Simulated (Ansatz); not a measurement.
Calculation for K2S: DFT, PBEsol, PAW with Ansatz's default frozen-core files, scalar-relativistic (Ansatz 0.2.0). This run: the series' base cell.

The base volume is that of a database entry, so it needn't be at zero pressure; the structure needn't be the stable phase, at rest or compressed.

Command: `ansatz run input.yaml --threads 1 --pin off --max-ram 3072MiB --backend cpu --events-out ev --progress --plain --runs-dir out` It took 1.8 s on 1 thread of Intel(R) Xeon(R) 6975P-C (Granite Rapids) (shared host), peak memory 0.37 GiB.

```yaml
crystal:
  lattice:
    - [0.0, 3.6955, 3.6955]
    - [3.6955, 0.0, 3.6955]
    - [3.6955, 3.6955, 0.0]
  atoms:
    - { symbol: K, position: [0.25, 0.25, 0.25] }
    - { symbol: K, position: [0.75, 0.75, 0.75] }
    - { symbol: S, position: [0.0, 0.0, 0.0] }
kpoints:
  mp_grid: { grid: [7, 7, 7] }
  band_path:
    path:
      - [0.0, 0.0, 0.0]
      - [0.5, 0.0, 0.5]
      - [0.625, 0.25, 0.625]
      - [0.375, 0.375, 0.75]
      - [0.0, 0.0, 0.0]
      - [0.5, 0.5, 0.5]
      - [0.5, 0.25, 0.75]
      - [0.5, 0.0, 0.5]
    npoints: 6
scf:
  occupations: { method: fermi_dirac, width: 0.03 }
hamiltonian:
  xc: pbesol
  pseudopotentials: { kind: paw }
output:
  forces: true
  stress: true
  eigenvalues: true
  populations: true
```

Output:

```
Engine: ansatz 0.2.0
Pseudopotentials: kind: paw
Pseudopotential: K, paw, valence charge 9, recommended cutoff 420 eV (normal), K.paw.azcp
Pseudopotential: S, paw, valence charge 6, recommended cutoff 420 eV (normal), S.paw.azcp
Functional definition: PBEsol
  exchange = pbesol_x
  correlation = pbesol_c
Crystal: 3 atoms, lattice volume = 100.937 Å³
Basis set: ecut = 420 eV, 1989 PW (Γ), exchange–correlation on 72×72×72 points (8 copies of the dense FFT grid, shifted against one another)
Bands: 16, of which v1, the nominal top of the filled ones, is band 12 counted from 1 (11 counted from 0)
Symmetry: 48 space group operations
Space group: Fm-3m (ITA 225), of the structure as read, at distance tolerance 4.7e-5 Å
k-points: 20 of 343
Non-local potential: K, projectors of the file, l = 0: 3, l = 1: 2, l = 2: 2
Non-local potential: S, projectors of the file, l = 0: 2, l = 1: 2, l = 2: 2
PAW form: soft (Blöchl's): semilocal exchange-correlation on the pseudo side does not see the compensation charge
PAW frozen core: K, regenerated for the run's functional, and the local potential with it (the file was generated under x = pbe(κ = 0.804, μ = 0.2195149727645171), c = pbe(β = 0.06672455060314922))
PAW frozen core: S, regenerated for the run's functional, and the local potential with it (the file was generated under x = pbe(κ = 0.804, μ = 0.2195149727645171), c = pbe(β = 0.06672455060314922))
PAW one-centre angular grid: K, 110 points (default); XC on 64 Gauss nodes
PAW one-centre angular grid: S, 110 points (default); XC on 64 Gauss nodes
Initial density: superposition of atomic densities (neutral atoms: chi_scale 0, normalization atom), corrected by the library's trained network
Initial wavefunctions: pseudopotential atomic-orbital guess
Functional: x = pbesol(κ = 0.804, μ = 0.12345679012345678), c = pbesol(β = 0.046)
SCF iter   1: F=—  HF=-3920.190445 eV  |F-HF|=—  |Δ(HF+E_count)|=         —  Δρ=2.72e-3  dr2=1.08e-2  ethr=1.77e-3  ⟨swp⟩=6.0  Hψ=1790  notcnv=0
preconditioner: auto → none  [insulator: Δε(μ)=2.249 eV  Ē_g=13.874 eV  σ=0.030 eV  W_gap=1.00  n_scr=14 (ndim 8)  ℏωp=16.5 eV  f_vac=0.137  D(μ)=0.00/eV (n_scr^D=0)  ε∞_Penn≈2.4]
SCF iter   2: F=—  HF=-3920.186103 eV  |F-HF|=—  |Δ(HF+E_count)|=   4.34e-3  Δρ=9.12e-4  dr2=6.69e-4  ethr=4.50e-5  ⟨swp⟩=2.0  Hψ=720  notcnv=0
SCF iter   3: F=—  HF=-3920.185958 eV  |F-HF|=—  |Δ(HF+E_count)|=   1.45e-4  Δρ=4.28e-4  dr2=1.23e-4  ethr=2.79e-6  ⟨swp⟩=2.1  Hψ=412  notcnv=0
SCF iter   4: F=—  HF=-3920.185953 eV  |F-HF|=—  |Δ(HF+E_count)|=   4.70e-6  Δρ=1.82e-4  dr2=1.95e-5  ethr=5.13e-7  ⟨swp⟩=2.0  Hψ=373  notcnv=0
SCF iter   5: F=—  HF=-3920.185941 eV  |F-HF|=—  |Δ(HF+E_count)|=   1.21e-5  Δρ=3.33e-5  dr2=6.95e-7  ethr=8.13e-8  ⟨swp⟩=2.5  Hψ=453  notcnv=0
SCF iter   6: F=-3920.185942 eV  HF=-3920.185942 eV  |F-HF|=2.02e-10  |Δ(HF+E_count)|=   3.08e-7  Δρ=3.51e-6  dr2=1.35e-8  ethr=4.17e-10  ⟨swp⟩=6.1  Hψ=1630  notcnv=0
SCF 1 converged in 6 iterations: F = -3920.185942 eV  dr2 = 1.35e-8
  greatest PAW one-centre occupation: 0.987 electrons in one spin orbital (limit 2), on the K atom at site 1 (counted from 0), in its partial waves of l = 0
NSCF: frozen V_eff on 43 k-points
SCF converged after 6 iterations
Free energy (F): -3920.185942 eV
Harris-Foulkes:  -3920.185942 eV  (|F-HF|=2.02e-10)
Internal energy: -3920.185942 eV  (E = F + TS)
E sigma→0 (E₀):  -3920.185942 eV
Fermi energy:    3.760483 eV
--- Per-component energies (eV) ---
  E_band       = -226.265916
  E_kinetic    = 614.682617
  E_local      = -1371.342180  (includes V_loc(G=0)·N_el)
  E_nonlocal   = 55.664599
  E_hartree    = 477.031563
  E_xc         = -363.703381
  E_vxc        = -415.554869  (∫ρ·V_xc dr)
  E_paw        = -2107.767553  (= ΣΔE_a)
  E_vpaw       = -63.781099  (= ΣTr[D̂ρ^β])
  E_aug_tail   = -0.000005  (compensation charges beyond the density's cutoff)
  E_ewald      = -1225.029321
  E_core_change = 0.277720  (= ΣΔE_core)
  E_smearing   = -0.000000  (= −TS)
  E_closure    = -0.000000  (closes the sum)
  Σ components = -3920.185942   (vs F -3920.185942, Δ=0.00e0)
--- Forces (eV/Å), atoms counted from 1 ---
  atom   1  K     -0.00000000    -0.00000000    -0.00000000
  atom   2  K     -0.00000000     0.00000000    -0.00000000
  atom   3  S     -0.00000000    -0.00000000    -0.00000000
  max |Σ_I F_I| component: 2.31e-17 eV/Å
--- Stress (GPa, compression-positive) ---
       -0.421790      -0.000000      -0.000000
       -0.000000      -0.421790       0.000000
        0.000000      -0.000000      -0.421790
  P = ⅓ Tr σ = -0.4218 GPa (-4.218 kbar)
--- Band table (eV; the first three rows and the last of 20) ---
  k-point 0: bands = ["-26.4737", "-26.3872", "-10.1406", "-10.1406", "-10.1406", "-9.8933", "-9.8933", "-9.8933", "-7.0486", "2.3401", "2.3401", "2.3401", "4.8402", "7.9607", "7.9607", "10.0069"]
  k-point 1: bands = ["-26.4693", "-26.3913", "-10.1361", "-10.1300", "-10.1300", "-9.9281", "-9.9071", "-9.9071", "-7.0055", "2.1959", "2.3653", "2.3653", "5.2643", "7.9903", "7.9903", "9.5491"]
  k-point 2: bands = ["-26.4568", "-26.4029", "-10.1296", "-10.0995", "-10.0995", "-9.9985", "-9.9451", "-9.9451", "-6.9143", "1.9997", "2.4222", "2.4222", "6.1339", "8.1110", "8.1110", "8.7439"]
  k-point 19: bands = ["-26.4308", "-26.4272", "-10.3236", "-10.2192", "-10.0768", "-9.9926", "-9.8594", "-9.8363", "-6.7907", "2.0890", "2.2185", "2.5263", "6.2241", "8.1060", "8.4760", "9.1108"]
--- Löwdin populations: 3 sites ---
  site symbol       q [e]
     0      K      8.3048
     1      K      8.3048
     2      S      7.2288
  spilling = 0.006733 (of n_electrons = 24.000000)
```

populations.tsv:

```
# site	symbol	l	j	q
# orbitals = lowdin
# n_electrons = 24.000000
# spilling = 0.006733
0	K	0_3S	-	1.980847
0	K	0_4S	-	0.338862
0	K	1_3P	-	5.985116
1	K	0_3S	-	1.980847
1	K	0_4S	-	0.338862
1	K	1_3P	-	5.985116
2	S	0_3S	-	1.834387
2	S	1_3P	-	5.394372
```

Next run (volume at 0.7 of the series' base cell), as changes to the input before:

```diff
   lattice:
-    - [0.0, 3.6955, 3.6955]
-    - [3.6955, 0.0, 3.6955]
-    - [3.6955, 3.6955, 0.0]
+    - [0.0, 3.2812492384, 3.2812492384]
+    - [3.2812492384, 0.0, 3.2812492384]
+    - [3.2812492384, 3.2812492384, 0.0]
   atoms:
```

Results part of the output:

```
SCF 1 converged in 6 iterations: F = -3919.282001 eV  dr2 = 8.17e-9
  greatest PAW one-centre occupation: 0.987 electrons in one spin orbital (limit 2), on the K atom at site 1 (counted from 0), in its partial waves of l = 0
NSCF: frozen V_eff on 43 k-points
SCF converged after 6 iterations
Free energy (F): -3919.282001 eV
Harris-Foulkes:  -3919.282001 eV  (|F-HF|=3.56e-9)
Internal energy: -3919.282001 eV  (E = F + TS)
E sigma→0 (E₀):  -3919.282001 eV
Fermi energy:    7.095415 eV
--- Per-component energies (eV) ---
  E_band       = -152.654910
  E_kinetic    = 625.615117
  E_local      = -1142.666394  (includes V_loc(G=0)·N_el)
  E_nonlocal   = 57.053931
  E_hartree    = 396.725382
  E_xc         = -368.060917
  E_vxc        = -421.409735  (∫ρ·V_xc dr)
  E_paw        = -2108.540158  (= ΣΔE_a)
  E_vpaw       = -64.695619  (= ΣTr[D̂ρ^β])
  E_aug_tail   = -0.000004  (compensation charges beyond the density's cutoff)
  E_ewald      = -1379.686677
  E_core_change = 0.277720  (= ΣΔE_core)
  E_smearing   = -0.000000  (= −TS)
  E_closure    = -0.000000  (closes the sum)
  Σ components = -3919.282001   (vs F -3919.282001, Δ=0.00e0)
--- Forces (eV/Å), atoms counted from 1 ---
  atom   1  K     -0.00000000    -0.00000000    -0.00000000
  atom   2  K      0.00000000    -0.00000000     0.00000000
  atom   3  S     -0.00000000     0.00000000    -0.00000000
  max |Σ_I F_I| component: 1.85e-17 eV/Å
--- Stress (GPa, compression-positive) ---
       13.964410       0.000000       0.000000
       -0.000000      13.964410      -0.000000
        0.000000      -0.000000      13.964410
  P = ⅓ Tr σ = 13.9644 GPa (139.644 kbar)
--- Band table (eV; the first three rows and the last of 20) ---
  k-point 0: bands = ["-23.2371", "-22.9042", "-7.0441", "-7.0441", "-7.0441", "-6.4270", "-6.4270", "-6.4270", "-4.5981", "4.6865", "4.6865", "4.6865", "8.6329", "10.5594", "10.5594", "14.1242"]
  k-point 1: bands = ["-23.2194", "-22.9195", "-7.0497", "-7.0215", "-7.0215", "-6.6048", "-6.4655", "-6.4655", "-4.3900", "4.5950", "4.7654", "4.7654", "9.1625", "10.6777", "10.6777", "13.3852"]
  k-point 2: bands = ["-23.1705", "-22.9631", "-7.1431", "-6.9541", "-6.9541", "-6.8214", "-6.5683", "-6.5683", "-4.0326", "4.5421", "4.9506", "4.9506", "10.0972", "11.0116", "11.0116", "12.7963"]
  k-point 19: bands = ["-23.0676", "-23.0542", "-7.7810", "-7.3196", "-6.9298", "-6.6963", "-6.3190", "-6.2531", "-3.7093", "4.7333", "4.9707", "5.4194", "8.9526", "11.6069", "12.0303", "12.5176"]
--- Löwdin populations: 3 sites ---
  site symbol       q [e]
     0      K      8.2524
     1      K      8.2524
     2      S      7.2853
  spilling = 0.008744 (of n_electrons = 24.000000)
```

Next run (volume at 0.65 of the series' base cell), as changes to the input before:

```diff
   lattice:
-    - [0.0, 3.2812492384, 3.2812492384]
-    - [3.2812492384, 0.0, 3.2812492384]
-    - [3.2812492384, 3.2812492384, 0.0]
+    - [0.0, 3.2011866138, 3.2011866138]
+    - [3.2011866138, 0.0, 3.2011866138]
+    - [3.2011866138, 3.2011866138, 0.0]
   atoms:
```

Command: `ansatz run input.yaml --threads 1 --pin off --max-ram 3072MiB --backend cpu --events-out ev --progress --plain --runs-dir out` It took 1.3 s on 1 thread of Intel(R) Xeon(R) 6975P-C (Granite Rapids), on a shared host, peak memory 0.35 GiB.

Results part of the output:

```
SCF 1 converged in 6 iterations: F = -3918.752147 eV  dr2 = 8.26e-9
  greatest PAW one-centre occupation: 0.987 electrons in one spin orbital (limit 2), on the K atom at site 1 (counted from 0), in its partial waves of l = 0
NSCF: frozen V_eff on 43 k-points
SCF converged after 6 iterations
Free energy (F): -3918.752147 eV
Harris-Foulkes:  -3918.752147 eV  (|F-HF|=5.31e-9)
Internal energy: -3918.752147 eV  (E = F + TS)
E sigma→0 (E₀):  -3918.752147 eV
Fermi energy:    7.869021 eV
--- Per-component energies (eV) ---
  E_band       = -134.434656
  E_kinetic    = 628.849769
  E_local      = -1093.539722  (includes V_loc(G=0)·N_el)
  E_nonlocal   = 57.510850
  E_hartree    = 380.352559
  E_xc         = -369.228295
  E_vxc        = -422.971825  (∫ρ·V_xc dr)
  E_paw        = -2108.781974  (= ΣΔE_a)
  E_vpaw       = -64.986126  (= ΣTr[D̂ρ^β])
  E_aug_tail   = -0.000005  (compensation charges beyond the density's cutoff)
  E_ewald      = -1414.193049
  E_core_change = 0.277720  (= ΣΔE_core)
  E_smearing   = -0.000000  (= −TS)
  E_closure    = 0.000000  (closes the sum)
  Σ components = -3918.752147   (vs F -3918.752147, Δ=0.00e0)
--- Forces (eV/Å), atoms counted from 1 ---
  atom   1  K      0.00000000    -0.00000000     0.00000000
  atom   2  K      0.00000000     0.00000000     0.00000000
  atom   3  S     -0.00000000     0.00000000    -0.00000000
  max |Σ_I F_I| component: 3.70e-17 eV/Å
--- Stress (GPa, compression-positive) ---
       19.993829       0.000000       0.000000
       -0.000000      19.993829       0.000000
        0.000000      -0.000000      19.993829
  P = ⅓ Tr σ = 19.9938 GPa (199.938 kbar)
--- Band table (eV; the first three rows and the last of 20) ---
  k-point 0: bands = ["-22.4831", "-22.0508", "-6.3178", "-6.3178", "-6.3178", "-5.5850", "-5.5850", "-5.5850", "-3.9375", "5.2921", "5.2921", "5.2921", "9.6077", "11.1891", "11.1891", "15.1772"]
  k-point 1: bands = ["-22.4601", "-22.0707", "-6.3297", "-6.2920", "-6.2920", "-5.8277", "-5.6320", "-5.6320", "-3.6562", "5.2240", "5.3887", "5.3887", "10.1588", "11.3317", "11.3317", "14.3477"]
  k-point 2: bands = ["-22.3963", "-22.1271", "-6.4760", "-6.2149", "-6.2149", "-6.0791", "-5.7568", "-5.7568", "-3.2100", "5.2344", "5.6179", "5.6179", "11.0665", "11.7236", "11.7236", "13.8266"]
  k-point 19: bands = ["-22.2618", "-22.2445", "-7.2448", "-6.6655", "-6.1946", "-5.9113", "-5.4497", "-5.3687", "-2.8500", "5.4648", "5.7302", "6.2088", "9.6376", "12.4458", "12.8661", "13.3502"]
--- Löwdin populations: 3 sites ---
  site symbol       q [e]
     0      K      8.2402
     1      K      8.2402
     2      S      7.2910
  spilling = 0.009523 (of n_electrons = 24.000000)
```

Next run (volume at 0.4 of the series' base cell), as changes to the input before:

```diff
   lattice:
-    - [0.0, 3.2011866138, 3.2011866138]
-    - [3.2011866138, 0.0, 3.2011866138]
-    - [3.2011866138, 3.2011866138, 0.0]
+    - [0.0, 2.7228676806, 2.7228676806]
+    - [2.7228676806, 0.0, 2.7228676806]
+    - [2.7228676806, 2.7228676806, 0.0]
   atoms:
```

Results part of the output:

```
SCF 1 converged in 6 iterations: F = -3910.299633 eV  dr2 = 1.18e-8
  greatest PAW one-centre occupation: 0.989 electrons in one spin orbital (limit 2), on the K atom at site 1 (counted from 0), in its partial waves of l = 0
NSCF: frozen V_eff on 43 k-points
SCF converged after 6 iterations
Free energy (F): -3910.299633 eV
Harris-Foulkes:  -3910.299633 eV  (|F-HF|=6.83e-9)
Internal energy: -3910.299633 eV  (E = F + TS)
E sigma→0 (E₀):  -3910.299633 eV
Fermi energy:    14.619597 eV
--- Per-component energies (eV) ---
  E_band       = 14.690429
  E_kinetic    = 660.523789
  E_local      = -757.115857  (includes V_loc(G=0)·N_el)
  E_nonlocal   = 62.718468
  E_hartree    = 276.631776
  E_xc         = -379.313985
  E_vxc        = -436.410157  (∫ρ·V_xc dr)
  E_paw        = -2111.400955  (= ΣΔE_a)
  E_vpaw       = -68.287773  (= ΣTr[D̂ρ^β])
  E_aug_tail   = -0.000004  (compensation charges beyond the density's cutoff)
  E_ewald      = -1662.620585
  E_core_change = 0.277720  (= ΣΔE_core)
  E_smearing   = -0.000000  (= −TS)
  E_closure    = -0.000000  (closes the sum)
  Σ components = -3910.299633   (vs F -3910.299633, Δ=0.00e0)
--- Forces (eV/Å), atoms counted from 1 ---
  atom   1  K      0.00000000    -0.00000000    -0.00000000
  atom   2  K     -0.00000000     0.00000000     0.00000000
  atom   3  S     -0.00000000     0.00000000     0.00000000
  max |Σ_I F_I| component: 1.85e-17 eV/Å
--- Stress (GPa, compression-positive) ---
      114.105268       0.000000      -0.000000
       -0.000000     114.105268      -0.000000
        0.000000       0.000000     114.105268
  P = ⅓ Tr σ = 114.1053 GPa (1141.053 kbar)
--- Band table (eV; the first three rows and the last of 20) ---
  k-point 0: bands = ["-17.0386", "-15.0105", "-0.7618", "-0.7618", "-0.7618", "1.1765", "1.1765", "1.1765", "2.3580", "10.4007", "10.4007", "10.4007", "16.2604", "16.2604", "17.7445", "24.3926"]
  k-point 1: bands = ["-16.9345", "-15.1050", "-0.8764", "-0.7199", "-0.7199", "0.2438", "1.0181", "1.0181", "3.4205", "10.6365", "10.6859", "10.6859", "16.6528", "16.6528", "18.4170", "22.5237"]
  k-point 2: bands = ["-16.6435", "-15.3739", "-1.4998", "-0.5806", "-0.5806", "-0.2740", "0.6268", "0.6268", "4.5131", "11.4167", "11.4167", "11.5448", "17.6304", "17.6304", "18.6691", "21.9281"]
  k-point 19: bands = ["-15.9777", "-15.9005", "-3.4922", "-1.9954", "-0.6372", "0.2097", "1.6977", "1.9819", "4.7903", "12.4005", "12.7592", "12.9580", "15.9408", "19.3340", "19.6115", "20.3633"]
--- Löwdin populations: 3 sites ---
  site symbol       q [e]
     0      K      8.1251
     1      K      8.1251
     2      S      7.1734
  spilling = 0.024018 (of n_electrons = 24.000000)
```

The PAW files were made under PBE. The structure type is held throughout; the real material can change phase at far lower pressure.
